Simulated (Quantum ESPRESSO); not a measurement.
# O on fcc sites of Ti(0001): a series in the coverage, part 7 of 8

Aim: how the results for O on fcc sites of Ti(0001) change with the coverage.

Quantum ESPRESSO 7.5; plane-wave DFT, PBE, GBRV ultrasoft pseudopotentials.

So far. Step 7 (Relaxation with pw.x, 0.1111 ML): The relaxation lowers the energy by 57 meV an atom. On the free atoms the largest force ends at 0.035 eV/Å. Step 8 (Self-consistent run, 0.1111 ML): Inside the slab this potential holds the local part of the pseudopotentials, which can be repulsive at the nuclei; only its value in the vacuum has a meaning of its own.

## (9) Relaxing the ions, 0.75 ML (continued)

The steps of the relaxation:

```tsv
step	energy less that of the first step (eV)	largest force (eV/Å)
1	0.0000	5.5155
2	-3.1048	4.1834
3	-5.1293	1.8822
4	-5.4614	1.2262
5	-5.5273	0.7495
6	-5.5838	0.4382
7	-5.6457	0.3879
8	-5.6871	0.5366
9	-5.7119	0.5711
10	-5.7425	0.4957
11	-5.7756	0.2943
12	-5.7914	0.2384
13	-5.7960	0.1454
14	-5.7979	0.0259
15	-5.7980	0.0051
```

The atoms that moved most (Å):

```tsv
atom	dx	dy	dz	length
O14	0.000	-0.085	-0.450	0.458
O13	-0.074	0.043	-0.450	0.458
O15	0.074	0.043	-0.450	0.458
Ti11	0.000	0.000	0.456	0.456
Ti9	0.000	0.040	-0.007	0.041
Ti10	0.035	-0.020	-0.007	0.041
Ti12	-0.035	-0.020	-0.007	0.041
```

The relaxation lowers the energy by 387 meV an atom. On the free atoms the largest force ends at 0.005 eV/Å.

This step gave:

| Quantity | Value |
| --- | --- |
| free energy | -20791.4200 eV |
| Fermi energy | 2.27 eV |

## (10) SCF with pw.x, 0.75 ML

m7.esm.in reads:

```
&control
  prefix = 'm7.esm'
  outdir = './out'
  pseudo_dir = './pseudo'
  calculation = 'scf'
  tprnfor = .true.
/
&system
  ibrav = 0
  nat = 15
  ntyp = 2
  ecutwfc = 40
  ecutrho = 200
  occupations = 'smearing'
  smearing = 'mv'
  degauss = 0.02
  assume_isolated = 'esm'
  esm_bc = 'bc1'
/
&electrons
  conv_thr = 1e-07
  mixing_beta = 0.25
  electron_maxstep = 160
  mixing_mode = 'local-TF'
  mixing_ndim = 12
/
ATOMIC_SPECIES
  Ti  47.8670  ti_pbe_v1.4.uspp.F.UPF
  O   15.9990  o_pbe_v1.2.uspp.F.UPF
CELL_PARAMETERS angstrom
  5.87861781800000 0.00000000000000 0.00000000000000
  2.93930890900000 5.09103236952785 0.00000000000000
  0.00000000000000 0.00000000000000 19.99909720195920
ATOMIC_POSITIONS crystal
  Ti  0.833333333300 0.333333333300 -0.141693940200
  Ti  0.333333333300 0.833333333300 -0.141693940200
  Ti  0.333333333300 0.333333333300 -0.141693940200
  Ti  0.833333333300 0.833333333300 -0.141693940200
  Ti  0.166666666700 0.666666666700 -0.025566712500
  Ti  0.666666666700 0.166666666700 -0.025566712500
  Ti  0.666666666700 0.666666666700 -0.025566712500
  Ti  0.166666666700 0.166666666700 -0.025566712500
  Ti  0.829406949100 0.341186101700 0.090201671500
  Ti  0.341186101700 0.829406949100 0.090201671500
  Ti  0.333333333300 0.333333333300 0.113379066100
  Ti  0.829406949100 0.829406949100 0.090201671500
  O   -0.016739983800 0.508369991900 0.141693940200
  O   0.508369991900 -0.016739983800 0.141693940200
  O   0.508369991900 0.508369991900 0.141693940200
K_POINTS automatic
  5 5 1 0 0 0
```

The run is started by

```sh
> OMP_NUM_THREADS=1 mpirun -n 16 pw.x -nk 2 -in m7.esm.in > m7.esm.out
```

The program printed:

```text
[banner, memory and clock lines left out]
Program PWSCF v.7.5 starts
[...]
Message from routine setup:
[...]
number of electrons       =       162.00
     number of Kohn-Sham states=           97
     kinetic-energy cutoff     =      40.0000  Ry
     charge density cutoff     =     200.0000  Ry
[...]
number of k points=     5  Marzari-Vanderbilt smearing, width (Ry)=  0.0200
[...]
Dense  grid:   192597 G-vectors     FFT dimensions: (  50,  50, 180)
[...]
negative rho (up, down):  1.758E-02 0.000E+00
     Starting wfcs are  132 randomized atomic wfcs
[...]
negative rho (up, down):  7.705E-02 0.000E+00
[...]
estimated scf accuracy    <     724.83526262 Ry
[...]
negative rho (up, down):  3.638E-01 0.000E+00
[...]
estimated scf accuracy    <     486.04526040 Ry
[...]
negative rho (up, down):  1.036E+00 0.000E+00
[...]
estimated scf accuracy    <     339.39209226 Ry
[...]
negative rho (up, down):  5.768E-01 0.000E+00
[...]
estimated scf accuracy    <     667.94589679 Ry
[...]
negative rho (up, down):  3.816E-01 0.000E+00
[...]
estimated scf accuracy    <     392.98272639 Ry
[...]
negative rho (up, down):  3.538E-01 0.000E+00
[...]
estimated scf accuracy    <     151.68540794 Ry
[...]
negative rho (up, down):  3.194E-01 0.000E+00
[...]
estimated scf accuracy    <     155.04174017 Ry
[...]
negative rho (up, down):  3.249E-01 0.000E+00
[...]
estimated scf accuracy    <     292.11331364 Ry
[...]
negative rho (up, down):  2.587E-01 0.000E+00
[...]
estimated scf accuracy    <     210.45106566 Ry
[...]
negative rho (up, down):  2.923E-01 0.000E+00
[...]
estimated scf accuracy    <     550.98908953 Ry
[...]
negative rho (up, down):  3.215E-01 0.000E+00
[...]
estimated scf accuracy    <     501.46405794 Ry
[...]
negative rho (up, down):  2.751E-01 0.000E+00
[...]
estimated scf accuracy    <     131.81992427 Ry
[...]
negative rho (up, down):  1.284E-02 0.000E+00
[...]
estimated scf accuracy    <       0.00003949 Ry
[...]
negative rho (up, down):  1.289E-02 0.000E+00
[...]
estimated scf accuracy    <       0.00003802 Ry
[...]
negative rho (up, down):  1.296E-02 0.000E+00
[...]
estimated scf accuracy    <       0.00001741 Ry
[...]
negative rho (up, down):  1.308E-02 0.000E+00
[...]
estimated scf accuracy    <       0.00001528 Ry
[...]
negative rho (up, down):  1.309E-02 0.000E+00
[...]
estimated scf accuracy    <       0.00000323 Ry
[...]
negative rho (up, down):  1.310E-02 0.000E+00
[...]
estimated scf accuracy    <       0.00000075 Ry
[...]
negative rho (up, down):  1.311E-02 0.000E+00
[...]
estimated scf accuracy    <       0.00000057 Ry
[...]
negative rho (up, down):  1.312E-02 0.000E+00
[...]
estimated scf accuracy    <       0.00000012 Ry
[...]
negative rho (up, down):  1.312E-02 0.000E+00
[...]
estimated scf accuracy    <       0.00000010 Ry
[...]
negative rho (up, down):  1.310E-02 0.000E+00
[...]
the Fermi energy is    -4.4981 ev
!    total energy              =   -1528.14125169 Ry
     estimated scf accuracy    <       0.00000005 Ry
     smearing contrib. (-TS)   =       0.00193648 Ry
     internal energy E=F+TS    =   -1528.14318817 Ry
[...]
one-electron contribution =   13868.79397123 Ry
     hartree contribution      =   -6977.70033699 Ry
     xc contribution           =    -238.09432442 Ry
     ewald contribution        =   -8181.14249798 Ry
     convergence has been achieved in  91 iterations
     negative rho (up, down):  1.310E-02 0.000E+00
[...]
Total force =     0.057991     Total SCF correction =     0.001031
[...]
```

The job ended after 3.2 min (16 MPI ranks of Arm Neoverse V2, shared host; peak memory 1.9 GiB; 50 min of CPU time).

Read from the output:

```
free energy                                                    : -20791.4209 eV
Fermi energy                                                   : -4.498 eV
vacuum line at the lower end of the cell, over the Fermi level : 4.446 eV
vacuum line at the upper end of the cell, over the Fermi level : 4.550 eV
```

Inside the slab this potential holds the local part of the pseudopotentials, which can be repulsive at the nuclei; only its value in the vacuum has a meaning of its own.

## (11) Relaxing the ions, 1 ML

System of this step: Ti(0001), 3 layers, 1 sites a cell, 1 O on fcc sites. The cell holds 4 atoms: 3 Ti and 1 O. Its edges and angles: a = 2.939 Å, b = 2.939 Å, c = 19.999 Å, α = 90.0°, β = 90.0°, γ = 60.0°. It derives from Ti. Vacuum lies along c.

m8.relax.in reads:

```
&control
  prefix = 'm8.relax'
  outdir = './out'
  pseudo_dir = './pseudo'
  nstep = 70
  forc_conv_thr = 0.0015
  calculation = 'relax'
/
&system
  ibrav = 0
  nat = 4
  ntyp = 2
  ecutwfc = 40
  ecutrho = 200
  occupations = 'smearing'
  smearing = 'mv'
  degauss = 0.02
/
&electrons
  conv_thr = 1e-07
  mixing_beta = 0.3
  electron_maxstep = 120
  mixing_mode = 'local-TF'
/
&ions
/
ATOMIC_SPECIES
  Ti  47.8670  ti_pbe_v1.4.uspp.F.UPF
  O   15.9990  o_pbe_v1.2.uspp.F.UPF
CELL_PARAMETERS angstrom
  2.93930890900000 0.00000000000000 0.00000000000000
  1.46965445450000 2.54551618476392 0.00000000000000
  0.00000000000000 0.00000000000000 19.99909720195920
ATOMIC_POSITIONS crystal
  Ti  0.666666666700 0.666666666700 0.347048027025 0 0 0
  Ti  0.333333333400 0.333333333400 0.463175254697 0 0 0
  Ti  0.666666666700 0.666666666700 0.579302482369
  O   0.000000000000 0.000000000000 0.652951972975
K_POINTS automatic
  9 9 1 0 0 0
```

The run is started by

```sh
> OMP_NUM_THREADS=1 mpirun -n 16 pw.x -nk 4 -in m8.relax.in > m8.relax.out
```

The program printed:

```text
[banner, memory and clock lines left out]
Program PWSCF v.7.5 starts
[...]
Message from routine setup:
[...]
number of electrons       =        42.00
     number of Kohn-Sham states=           25
     kinetic-energy cutoff     =      40.0000  Ry
     charge density cutoff     =     200.0000  Ry
[...]
number of k points=    12  Marzari-Vanderbilt smearing, width (Ry)=  0.0200
[...]
Dense  grid:    48291 G-vectors     FFT dimensions: (  25,  25, 180)
[...]
negative rho (up, down):  4.374E-03 0.000E+00
     Starting wfcs are   34 randomized atomic wfcs
[...]
negative rho (up, down):  1.456E-02 0.000E+00
[...]
estimated scf accuracy    <     193.51395484 Ry
[...]
negative rho (up, down):  7.580E-02 0.000E+00
[...]
estimated scf accuracy    <     126.45130450 Ry
[...]
negative rho (up, down):  6.713E-02 0.000E+00
[...]
estimated scf accuracy    <       8.29967270 Ry
[...]
negative rho (up, down):  6.853E-02 0.000E+00
[...]
estimated scf accuracy    <       2.58703168 Ry
[...]
negative rho (up, down):  6.535E-02 0.000E+00
[...]
estimated scf accuracy    <       0.53242777 Ry
[...]
negative rho (up, down):  6.582E-02 0.000E+00
[...]
estimated scf accuracy    <      14.91448063 Ry
[...]
negative rho (up, down):  6.193E-02 0.000E+00
[...]
estimated scf accuracy    <      12.83561625 Ry
[...]
negative rho (up, down):  5.929E-02 0.000E+00
[...]
estimated scf accuracy    <      16.76134337 Ry
[...]
negative rho (up, down):  5.002E-02 0.000E+00
[...]
estimated scf accuracy    <       0.39995187 Ry
[...]
negative rho (up, down):  2.535E-02 0.000E+00
[...]
estimated scf accuracy    <       0.42193330 Ry
[...]
negative rho (up, down):  1.918E-02 0.000E+00
[...]
estimated scf accuracy    <       3.84019833 Ry
[...]
negative rho (up, down):  1.290E-02 0.000E+00
[...]
estimated scf accuracy    <       0.56301947 Ry
[...]
negative rho (up, down):  6.344E-03 0.000E+00
[...]
estimated scf accuracy    <       0.39030222 Ry
[...]
negative rho (up, down):  1.935E-04 0.000E+00
[...]
estimated scf accuracy    <       0.09666267 Ry
[...]
negative rho (up, down):  4.226E-04 0.000E+00
[...]
estimated scf accuracy    <       0.02155922 Ry
[...]
negative rho (up, down):  4.351E-04 0.000E+00
[...]
estimated scf accuracy    <       0.01825768 Ry
[...]
negative rho (up, down):  2.839E-04 0.000E+00
[...]
estimated scf accuracy    <       0.13345935 Ry
[...]
negative rho (up, down):  4.613E-03 0.000E+00
[...]
estimated scf accuracy    <       0.04089703 Ry
[...]
negative rho (up, down):  6.253E-03 0.000E+00
[...]
estimated scf accuracy    <       0.00796092 Ry
[...]
negative rho (up, down):  3.201E-03 0.000E+00
[...]
estimated scf accuracy    <       0.00411753 Ry
[...]
negative rho (up, down):  6.932E-03 0.000E+00
[...]
estimated scf accuracy    <       0.00373092 Ry
[...]
negative rho (up, down):  6.823E-03 0.000E+00
[...]
estimated scf accuracy    <       0.00068399 Ry
[...]
negative rho (up, down):  3.886E-03 0.000E+00
[...]
estimated scf accuracy    <       0.00437027 Ry
[...]
negative rho (up, down):  3.647E-03 0.000E+00
[...]
estimated scf accuracy    <       0.00070872 Ry
[...]
negative rho (up, down):  3.476E-03 0.000E+00
[...]
estimated scf accuracy    <       0.00004822 Ry
[...]
negative rho (up, down):  3.122E-03 0.000E+00
[...]
estimated scf accuracy    <       0.00008180 Ry
[...]
negative rho (up, down):  3.067E-03 0.000E+00
[...]
estimated scf accuracy    <       0.00001679 Ry
[...]
negative rho (up, down):  2.995E-03 0.000E+00
[...]
estimated scf accuracy    <       0.00001241 Ry
[...]
negative rho (up, down):  2.817E-03 0.000E+00
[...]
estimated scf accuracy    <       0.00000424 Ry
[...]
negative rho (up, down):  2.837E-03 0.000E+00
[...]
the Fermi energy is     1.1031 ev
!    total energy              =    -390.00250097 Ry
     estimated scf accuracy    <       0.00000006 Ry
     smearing contrib. (-TS)   =      -0.00453070 Ry
     internal energy E=F+TS    =    -389.99797027 Ry
[...]
one-electron contribution =   -2090.33668553 Ry
     hartree contribution      =    1044.07051604 Ry
     xc contribution           =     -61.03052538 Ry
     ewald contribution        =     717.29872460 Ry
     convergence has been achieved in  30 iterations
     negative rho (up, down):  2.837E-03 0.000E+00
[...]
Total force =     0.330520     Total SCF correction =     0.000738
[...]
negative rho (up, down):  2.481E-03 0.000E+00
[...]
negative rho (up, down):  2.821E-03 0.000E+00
[...]
estimated scf accuracy    <       1.46543904 Ry
[...]
negative rho (up, down):  3.636E-03 0.000E+00
[...]
estimated scf accuracy    <       0.20126392 Ry
[...]
negative rho (up, down):  4.063E-03 0.000E+00
[...]
estimated scf accuracy    <       0.05738626 Ry
[...]
negative rho (up, down):  4.242E-03 0.000E+00
[...]
estimated scf accuracy    <       0.02278333 Ry
[...]
negative rho (up, down):  4.542E-03 0.000E+00
[...]
estimated scf accuracy    <       0.16986765 Ry
[...]
negative rho (up, down):  4.901E-03 0.000E+00
[...]
estimated scf accuracy    <       0.06067184 Ry
[...]
negative rho (up, down):  4.969E-03 0.000E+00
[...]
estimated scf accuracy    <       0.00051961 Ry
[...]
negative rho (up, down):  4.625E-03 0.000E+00
[...]
estimated scf accuracy    <       0.00022673 Ry
[...]
negative rho (up, down):  4.270E-03 0.000E+00
[...]
estimated scf accuracy    <       0.00049988 Ry
[...]
negative rho (up, down):  4.030E-03 0.000E+00
[...]
estimated scf accuracy    <       0.00051868 Ry
[...]
negative rho (up, down):  3.374E-03 0.000E+00
[...]
estimated scf accuracy    <       0.00033907 Ry
[...]
negative rho (up, down):  3.124E-03 0.000E+00
[...]
estimated scf accuracy    <       0.00004116 Ry
[...]
negative rho (up, down):  2.809E-03 0.000E+00
[...]
estimated scf accuracy    <       0.00003044 Ry
[...]
negative rho (up, down):  2.647E-03 0.000E+00
[...]
estimated scf accuracy    <       0.00003022 Ry
[...]
negative rho (up, down):  2.579E-03 0.000E+00
[...]
estimated scf accuracy    <       0.00000722 Ry
[...]
negative rho (up, down):  2.553E-03 0.000E+00
[...]
estimated scf accuracy    <       0.00000341 Ry
[...]
one-electron contribution =   -2098.98325578 Ry
     hartree contribution      =    1049.23927715 Ry
     xc contribution           =     -61.33124041 Ry
     ewald contribution        =     720.91667320 Ry
     convergence has been achieved in  22 iterations
     negative rho (up, down):  3.367E-03 0.000E+00
[...]
Total force =     0.012395     Total SCF correction =     0.000054
[...]
negative rho (up, down):  2.816E-03 0.000E+00
[...]
negative rho (up, down):  2.739E-03 0.000E+00
[...]
estimated scf accuracy    <       0.00924924 Ry
[...]
negative rho (up, down):  2.644E-03 0.000E+00
[...]
estimated scf accuracy    <       0.00322195 Ry
[...]
negative rho (up, down):  2.580E-03 0.000E+00
[...]
estimated scf accuracy    <       0.00042908 Ry
[...]
negative rho (up, down):  2.464E-03 0.000E+00
[...]
estimated scf accuracy    <       0.00024795 Ry
[...]
negative rho (up, down):  2.436E-03 0.000E+00
[...]
estimated scf accuracy    <       0.00031801 Ry
[...]
negative rho (up, down):  2.423E-03 0.000E+00
[...]
estimated scf accuracy    <       0.00005372 Ry
[...]
negative rho (up, down):  2.406E-03 0.000E+00
[...]
estimated scf accuracy    <       0.00001688 Ry
[...]
negative rho (up, down):  2.505E-03 0.000E+00
[...]
estimated scf accuracy    <       0.00000708 Ry
[...]
negative rho (up, down):  2.532E-03 0.000E+00
[...]
estimated scf accuracy    <       0.00003990 Ry
[...]
negative rho (up, down):  2.623E-03 0.000E+00
[...]
estimated scf accuracy    <       0.00000434 Ry
[...]
negative rho (up, down):  2.719E-03 0.000E+00
[...]
estimated scf accuracy    <       0.00000101 Ry
[...]
negative rho (up, down):  2.744E-03 0.000E+00
[...]
estimated scf accuracy    <       0.00000048 Ry
[...]
negative rho (up, down):  2.797E-03 0.000E+00
[...]
estimated scf accuracy    <       0.00000019 Ry
[...]
negative rho (up, down):  2.794E-03 0.000E+00
[...]
estimated scf accuracy    <       0.00000023 Ry
[...]
negative rho (up, down):  2.802E-03 0.000E+00
[...]
estimated scf accuracy    <       0.00000008 Ry
[...]
negative rho (up, down):  2.809E-03 0.000E+00
[...]
estimated scf accuracy    <       0.00000007 Ry
[...]
negative rho (up, down):  2.809E-03 0.000E+00
[...]
estimated scf accuracy    <       0.00000001 Ry
[...]
negative rho (up, down):  2.808E-03 0.000E+00
[...]
estimated scf accuracy    <          8.6E-09 Ry
[...]
negative rho (up, down):  2.807E-03 0.000E+00
[...]
estimated scf accuracy    <          8.8E-09 Ry
[...]
negative rho (up, down):  2.806E-03 0.000E+00
[...]
the Fermi energy is     2.3008 ev
!    total energy              =    -390.15994577 Ry
     estimated scf accuracy    <          8.9E-10 Ry
     smearing contrib. (-TS)   =      -0.00108888 Ry
     internal energy E=F+TS    =    -390.15885689 Ry
[...]
one-electron contribution =   -2104.27498167 Ry
     hartree contribution      =    1051.88084819 Ry
     xc contribution           =     -61.33177168 Ry
     ewald contribution        =     723.56704828 Ry
     convergence has been achieved in  20 iterations
     negative rho (up, down):  2.806E-03 0.000E+00
[...]
Total force =     0.013158     Total SCF correction =     0.000094
[...]
negative rho (up, down):  2.786E-03 0.000E+00
[...]
negative rho (up, down):  2.663E-03 0.000E+00
[...]
estimated scf accuracy    <       0.02145618 Ry
[...]
negative rho (up, down):  2.527E-03 0.000E+00
[...]
estimated scf accuracy    <       0.00788810 Ry
[...]
negative rho (up, down):  2.422E-03 0.000E+00
[...]
estimated scf accuracy    <       0.00115375 Ry
[...]
negative rho (up, down):  2.242E-03 0.000E+00
[...]
estimated scf accuracy    <       0.00059871 Ry
[...]
negative rho (up, down):  2.189E-03 0.000E+00
[...]
estimated scf accuracy    <       0.00071159 Ry
[...]
negative rho (up, down):  2.171E-03 0.000E+00
[...]
estimated scf accuracy    <       0.00007713 Ry
[...]
negative rho (up, down):  2.163E-03 0.000E+00
[...]
estimated scf accuracy    <       0.00003820 Ry
[...]
negative rho (up, down):  2.272E-03 0.000E+00
[...]
estimated scf accuracy    <       0.00003012 Ry
[...]
negative rho (up, down):  2.344E-03 0.000E+00
[...]
estimated scf accuracy    <       0.00001732 Ry
[...]
negative rho (up, down):  2.549E-03 0.000E+00
[...]
estimated scf accuracy    <       0.00000293 Ry
[...]
negative rho (up, down):  2.617E-03 0.000E+00
[...]
estimated scf accuracy    <       0.00000703 Ry
[...]
negative rho (up, down):  2.694E-03 0.000E+00
[...]
estimated scf accuracy    <       0.00000043 Ry
[...]
negative rho (up, down):  2.760E-03 0.000E+00
[...]
estimated scf accuracy    <       0.00000190 Ry
[...]
negative rho (up, down):  2.769E-03 0.000E+00
[...]
estimated scf accuracy    <       0.00000021 Ry
[...]
negative rho (up, down):  2.771E-03 0.000E+00
[...]
estimated scf accuracy    <       0.00000003 Ry
[...]
negative rho (up, down):  2.774E-03 0.000E+00
[...]
estimated scf accuracy    <       0.00000001 Ry
[...]
negative rho (up, down):  2.771E-03 0.000E+00
[...]
the Fermi energy is     2.2903 ev
!    total energy              =    -390.16039582 Ry
     estimated scf accuracy    <          9.4E-10 Ry
     smearing contrib. (-TS)   =      -0.00105650 Ry
     internal energy E=F+TS    =    -390.15933932 Ry
[...]
one-electron contribution =   -2113.03524389 Ry
     hartree contribution      =    1056.26212457 Ry
     xc contribution           =     -61.33545649 Ry
     ewald contribution        =     727.94923649 Ry
     convergence has been achieved in  17 iterations
     negative rho (up, down):  2.771E-03 0.000E+00
[...]
Total force =     0.013423     Total SCF correction =     0.000050
[...]
negative rho (up, down):  3.252E-03 0.000E+00
[...]
negative rho (up, down):  3.087E-03 0.000E+00
[...]
estimated scf accuracy    <       0.04280538 Ry
[...]
negative rho (up, down):  2.889E-03 0.000E+00
[...]
estimated scf accuracy    <       0.01704109 Ry
[...]
negative rho (up, down):  2.706E-03 0.000E+00
[...]
estimated scf accuracy    <       0.00277120 Ry
[...]
negative rho (up, down):  2.392E-03 0.000E+00
[...]
estimated scf accuracy    <       0.00126150 Ry
[...]
negative rho (up, down):  2.303E-03 0.000E+00
[...]
estimated scf accuracy    <       0.00119127 Ry
[...]
negative rho (up, down):  2.296E-03 0.000E+00
[...]
estimated scf accuracy    <       0.00011640 Ry
[...]
negative rho (up, down):  2.325E-03 0.000E+00
[...]
estimated scf accuracy    <       0.00010096 Ry
[...]
negative rho (up, down):  2.389E-03 0.000E+00
[...]
estimated scf accuracy    <       0.00007793 Ry
[...]
negative rho (up, down):  2.623E-03 0.000E+00
[...]
estimated scf accuracy    <       0.00002280 Ry
[...]
negative rho (up, down):  2.863E-03 0.000E+00
[...]
estimated scf accuracy    <       0.00002029 Ry
[...]
negative rho (up, down):  2.942E-03 0.000E+00
[...]
estimated scf accuracy    <       0.00000695 Ry
[...]
negative rho (up, down):  2.986E-03 0.000E+00
[...]
estimated scf accuracy    <       0.00000244 Ry
[...]
negative rho (up, down):  3.142E-03 0.000E+00
[...]
estimated scf accuracy    <       0.00000172 Ry
[...]
negative rho (up, down):  3.154E-03 0.000E+00
[...]
estimated scf accuracy    <       0.00000013 Ry
[...]
negative rho (up, down):  3.161E-03 0.000E+00
[...]
estimated scf accuracy    <       0.00000006 Ry
[...]
negative rho (up, down):  3.170E-03 0.000E+00
[...]
estimated scf accuracy    <       0.00000005 Ry
[...]
negative rho (up, down):  3.166E-03 0.000E+00
[...]
estimated scf accuracy    <          8.5E-09 Ry
[...]
negative rho (up, down):  3.164E-03 0.000E+00
[...]
```

It took 51 s on 16 MPI ranks; peak memory 0.96 GiB; 13 min of CPU time.

[end of part 7 of 8]

[Logs are printed without paths, hosts, clocks, repeated set-up lines and the standing remarks that a program may print on its own settings, such as how far it seeks lower states.]

[Hosts, paths, dates, database ids (printed as entryN), source tags and the programs' standing remarks are cut or masked in the printed files.]

[Maps of the electrostatic potential energy from Ansatz leave out the sawtooth potential of an applied field or a dipole correction, so their vacuum need not be flat; planar profiles and work functions include it.]
